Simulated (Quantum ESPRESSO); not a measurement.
## Al under changes of volume

One of the cells (16.669 Å³/atom); the others are scaled copies at fixed shape and fractional positions:

```xyz
2
Lattice="2.8125 0.0000 0.0000 -1.4062 2.4357 0.0000 0.0000 0.0000 4.8669" Properties=species:S:1:pos:R:3 pbc="T T T"
Al    0.0000    1.6238    1.2167
Al    1.4062    0.8119    3.6501
```

This isn't the form of Al at room conditions, which is fcc.

```yaml
Program: Quantum ESPRESSO 7.5
Functional: LDA
Potentials_or_basis: GBRV 1.5 LDA
Cutoff: 612 eV
Density_cutoff: 4898 eV
k_mesh: 11 × 11 × 6
Occupations: fermi-dirac, width 0.05 eV
Spin: no spin polarisation
```

| volume (Å³/atom) | energy over the lowest point (meV/atom) | pressure (GPa) |
| --- | --- | --- |
| 15.669 | 1.92 | 1.9 |
| 16.003 | 0.00 | 0.0 |
| 16.336 | 1.62 | -1.6 |
| 16.669 | 6.46 | -3.0 |
| 17.003 | ? | ? |
| 17.336 | 24.29 | -5.4 |
| 17.670 | 36.72 | -6.4 |

What does the run at 17.003 Å³/atom give?

Energy over the lowest point 14.12 meV/atom; pressure -4.3 GPa.

Worked out: A Birch-Murnaghan fit of order 3 (a polynomial in V^(-2/3)) to the other rows has its minimum at 16.01 Å³/atom with B0 = V·E''(V) = 82 GPa and B' = 4.7 at fixed shape and positions, which overstates the stiffness. It gives 14.13 meV/atom at 17.003 Å³/atom, against the run's 14.12, and -dE/dV = -4.3 GPa, against -4.3.

Energies are extrapolated to zero smearing.
